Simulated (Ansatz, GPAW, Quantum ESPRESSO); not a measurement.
## One calculation of FeO, 4 ways

```xyz
2
Lattice="0.0000 2.1554 2.1554 2.1554 0.0000 2.1554 2.1554 2.1554 0.0000" Properties=species:S:1:pos:R:3 pbc="T T T"
Fe    0.0000    0.0000    0.0000
O     2.1554    2.1554    2.1554
```

Alike in all runs: task band structure; functional PBE; k mesh 11 × 11 × 11; occupations fermi-dirac, width 0.05 eV; collinear spin, ferromagnetic start; no spin-orbit coupling. The measured crystal is an antiferromagnetic insulator; the state found here is the runs' own. Pressure is positive in compression and, in plane waves, holds the error of the finite cutoff, which Ansatz's Pulay term estimates and takes out.

| program and potentials | plane-wave cutoff (eV) | notes | pressure (GPa) | net moment per atom (μB) |
| --- | --- | --- | --- | --- |
| Ansatz, all-electron LAPW, scalar-relativistic | - | - | -0.28 | 2.00 |
| Quantum ESPRESSO, PseudoDojo 0.4.1 SR PBE standard | 1225 | 11 valence electrons an atom on average | -0.95 | 2.00 |
| Ansatz, Ansatz PAW (files of its older set among them) | 950 | 11 valence electrons an atom on average | -0.24 | 2.00 |
| GPAW, GPAW PAW data sets (gpaw-data 1.2.1) | 800 | 7 valence electrons an atom on average | 0.82 | 2.00 |

The pressure spans -0.95 (Quantum ESPRESSO, PseudoDojo 0.4.1 SR PBE standard) to 0.82 GPa (GPAW, GPAW PAW data sets (gpaw-data 1.2.1)), with all-electron results at -0.28. All agree on the net moment per atom. The state is the one that the start led to, which needn't be the lowest.

Differences between rows come from potentials, basis sets and numerical settings, since the functional is the same but for its coding. Runs on potential files found faulty are left out.

The moment of 2.00 μB per atom, averaged over iron and oxygen, is the spin-only value of high-spin Fe(II): exchange splitting outweighs the octahedral ligand field, so the majority d shell fills and a single d electron is left in the minority channel. Its being an integer in all four runs suggests a gap in at least one spin channel. In the cubic cell that minority electron occupies a degenerate t2g set, so the state is probably half-metallic. Opening a gap would take orbital polarisation driven by on-site correlation, which a semilocal functional describes poorly.

The pressures are small for so stiff an oxide, which places the cell close to equilibrium for this spin state. Their sign is not settled, however: only GPAW favours expansion, possibly because it freezes the iron semicore shells. The moment is insensitive to such differences because filled and empty spin bands fix it by electron count. Its agreement is therefore a weak test of the potentials, and says little about how the spin density divides between iron and oxygen.
